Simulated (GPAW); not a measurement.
Hf:

```xyz
2
Lattice="3.1967 0.0000 0.0000 -1.5983 2.7684 0.0000 0.0000 0.0000 5.0578" Properties=species:S:1:pos:R:3 pbc="T T T"
Hf    1.5984    0.9228    3.7934
Hf    0.0000    1.8456    1.2645
```

Base run:

```yaml
Program: GPAW 26.7.0
Functional: PBEsol
Potentials_or_basis: PAW data sets generated in the run's folder for this functional
Cutoff: 600 eV
Basis: pw
k_mesh: 10 × 10 × 5
Occupations: fermi-dirac, width 0.05 eV
Spin: no spin polarisation
```

Its results: pressure -3.5 GPa.

Q: The run is repeated on the same cell with these changes: functional from PBEsol to revPBE; potentials or basis from PAW data sets generated in the run's folder for this functional to the program's PAW data sets (release 1.2.1) made for this functional. What comes out?

A: Pressure 3.0 GPa.

Not every run made on this cell is shown here.
